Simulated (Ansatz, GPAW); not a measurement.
## TiAl3: energy against volume and a worked fit

```cif
data_structure
_symmetry_space_group_name_H-M 'Pm-3m'
_symmetry_Int_Tables_number 221
_cell_length_a 3.9557
_cell_length_b 3.9557
_cell_length_c 3.9557
_cell_angle_alpha 90.000
_cell_angle_beta 90.000
_cell_angle_gamma 90.000
_cell_volume 61.90
loop_
_atom_site_label
_atom_site_type_symbol
_atom_site_symmetry_multiplicity
_atom_site_Wyckoff_symbol
_atom_site_fract_x
_atom_site_fract_y
_atom_site_fract_z
_atom_site_occupancy
Ti1 Ti 1 a 0.00000 0.00000 0.00000 1
Al1 Al 3 c 0.00000 0.50000 0.50000 1
```

The cell comes from a database or a generator and needn't be the stable form of this composition.

The cell was scaled at fixed shape and fractions and run with Ansatz, Ansatz PAW, cutoff 420 eV; PBEsol, k mesh 7 × 7 × 7 on the cell of 4 atoms, fermi-dirac occupations of 0.05 eV, no spin polarisation, no spin-orbit coupling. The potentials were made for PBE. Energies are those that the program minimises, any entropy of the smearing included. For a metal such a mesh isn't converged to the digits shown.

```csv
V (Å³/atom),energy over the lowest row (meV/atom)
14.5455,17.587
14.8550,6.720
15.1644,1.025
15.4739,0.000
15.7834,?
16.0929,10.192
16.4024,20.637
```

Task: Fit the third-order Birch-Murnaghan form, give V0, B0 and B′, and predict the energy left open.

Result: With y = (V0/V)^(2/3), E = E0 + (9 V0 B0/16) [(y - 1)³ B′ + (y - 1)² (6 - 4y)]. Least squares through the rows shown give V0 = 15.3903 Å³/atom, E0 = -0.157 meV, B0 = 111.5 GPa (1 eV/Å³ = 160.218 GPa) and B′ = 4.06, with a largest miss of 0.003 meV. At V = 15.7834 the form with these constants gives 3.191 meV; the run gave 3.181 meV an atom. Other set-ups at this level, from all their volumes (Å³/atom, GPa): GPAW, PAW data sets generated for this functional: V0 15.447, B0 111.7; Ansatz, all-electron LAPW, scalar-relativistic: V0 15.384, B0 111.2.
